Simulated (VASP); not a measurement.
The system is S.

```
S
1.0
     5.40900    3.12289    1.42667
    -5.40900    3.12289    1.42667
     0.00000   -6.24578    1.42667
S
6
Direct
  0.25090 0.14830 0.91730
  0.91730 0.25090 0.14830
  0.14830 0.91730 0.25090
  0.74910 0.85170 0.08270
  0.08270 0.74910 0.85170
  0.85170 0.08270 0.74910
```

This isn't the form of S at room conditions, which is orthorhombic, of S8 rings.

| Quantity | Value |
| --- | --- |
| Program | VASP 6.6.1 |
| Task | relaxation of cell and atoms |
| Functional | PBE |
| Potentials or basis | VASP PAW PBE potentials, release 64 (S) |
| Cutoff | 520 eV |
| k mesh | 8 × 8 × 8 |
| Occupations | gaussian, width 0.1 eV |
| Spin | no spin polarisation |

At the start: pressure 2.4 GPa; volume 24.10 Å³/atom.

How do energy, volume and symmetry change on relaxing?

Over 39 steps the energy falls by 24.7 meV/atom and the volume is 31.91 Å³/atom (+32.4 %); space group R-3 (No. 148, to 0.05 Å).

Step by step:
```tsv
step	energy change (eV)	largest force (eV/Å)	pressure (GPa)	volume (Å³)
1	0.0000	0.3002	2.38	144.59
2	0.0019	0.6806	-1.60	152.21
3	-0.0337	0.2486	0.30	148.25
4	-0.0499	0.1707	0.28	150.18
5	-0.0686	0.1329	0.29	154.77
6	-0.0860	0.0922	0.30	157.58
7	-0.1181	0.0376	0.39	166.10
8	-0.1093	0.3109	0.77	183.56
9	-0.1252	0.1503	0.57	173.38
10	-0.1315	0.1921	-0.19	178.75
11	-0.1315	0.1811	-0.14	178.36
12	-0.1376	0.0962	-0.10	180.78
13	-0.1402	0.0188	-0.05	183.32
14	-0.1402	0.0210	-0.05	183.71
15	-0.1407	0.0379	0.09	183.92
16	-0.1408	0.0519	0.14	183.99
17	-0.1412	0.0433	0.13	184.28
18	-0.1420	0.0289	0.08	185.13
19	-0.1420	0.0754	0.00	186.83
20	-0.1422	0.0490	0.04	186.08
21	-0.1426	0.0474	0.00	186.56
22	-0.1436	0.0524	-0.09	187.99
23	-0.1441	0.0860	-0.27	190.87
24	-0.1443	0.0823	-0.27	191.01
25	-0.1446	0.0711	-0.25	191.42
26	-0.1453	0.0495	-0.20	192.26
27	-0.1459	0.0263	-0.11	193.92
28	-0.1459	0.0336	-0.08	194.40
29	-0.1461	0.0307	-0.06	194.32
30	-0.1464	0.0307	0.00	194.10
31	-0.1464	0.0566	0.12	193.65
32	-0.1465	0.0399	0.06	193.89
33	-0.1467	0.0208	0.01	193.92
34	-0.1467	0.0153	-0.02	193.94
35	-0.1468	0.0149	-0.02	193.89
36	-0.1469	0.0141	-0.02	193.73
37	-0.1471	0.0129	-0.03	193.41
38	-0.1475	0.0101	-0.03	192.76
39	-0.1482	0.0051	-0.03	191.47
```

Final structure:
```
S
1.0
     5.58638    3.22530    1.77116
    -5.58638    3.22530    1.77116
     0.00000   -6.45059    1.77116
S
6
Cartesian
  0.5781 -4.6682 2.2161
  3.7537 2.8347 2.2161
  -4.3318 1.8334 2.2161
  -0.5781 4.6682 3.0974
  -3.7537 -2.8347 3.0974
  4.3318 -1.8334 3.0974
```

Caveat: the volume moved by over 15 % at a fixed basis, so the end points are rough; the volume moved by +32 % from the deposited cell, more than functionals usually miss.
